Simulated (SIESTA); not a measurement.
# WS2 under changes of volume

One of the cells (18.099 Å³/atom); the others are scaled copies at fixed shape and fractional positions:

```
CELL_PARAMETERS angstrom
1.58946 0.91767 6.20415
-1.58946 0.91767 6.20415
0.00000 -1.83535 6.20415
ATOMIC_POSITIONS crystal
W 0.00000 0.00000 0.00000
S 0.58100 0.58100 0.58100
S 0.75030 0.75030 0.75030
```

Measurements of this composition are mostly on another form, of space group No. 194.

- Program: SIESTA 5.4.2
- Functional: PBE
- Potentials or basis: PseudoDojo 0.4 standard (PBE files)
- Basis: DZP (energy shift 0.003 Ry; two zetas on semicore shells)
- Grid cutoff: 800 Ry
- Energy shift: 0.003 Ry
- k mesh: 10 × 10 × 10
- Occupations: fermi-dirac, width 0.05 eV
- Spin: no spin polarisation

```tsv
volume (Å³/atom)	energy over the lowest point (meV/atom)	pressure (GPa)	gap on the mesh (eV)	largest force (eV/Å)
16.679	111.70	21.0	1.08	2.333
17.034	70.73	16.1	1.10	1.849
17.389	39.99	11.7	1.12	1.404
18.099	5.53	4.1	1.15	0.613
18.454	0.00	0.9	1.16	0.584
18.809	?	?	?	?
```

Problem. What does the run at 18.809 Å³/atom give?

Solution. Energy over the lowest point 1.29 meV/atom; pressure -2.0 GPa; gap on the mesh 1.17 eV; largest force 0.640 eV/Å.

Worked out: A Birch-Murnaghan fit of order 3 (a polynomial in V^(-2/3)) to the other rows has its minimum at 18.56 Å³/atom, just outside them, with B0 = V·E''(V) = 156 GPa and B' = 4.3 at fixed shape and positions, which overstates the stiffness. It gives 1.30 meV/atom at 18.809 Å³/atom, against the run's 1.29, and -dE/dV = -2.0 GPa, against -2.0. A straight line through the other rows of the gap, of slope 0.795 eV per unit of ln V, extrapolates to 1.18 eV, against the run's 1.17.

Energies are extrapolated to zero smearing.

Caveats: short orbitals over semicore shells can move pressures by several GPa; spin-orbit coupling is left out, which moves the levels of the heavy elements; the basis of atomic orbitals isn't converged, which shifts pressures, moduli and gaps; forces of over 1 eV/Å show positions far from the minimum, so gaps and moduli don't describe the material at rest (some runs).

A mesh can miss the band edges.
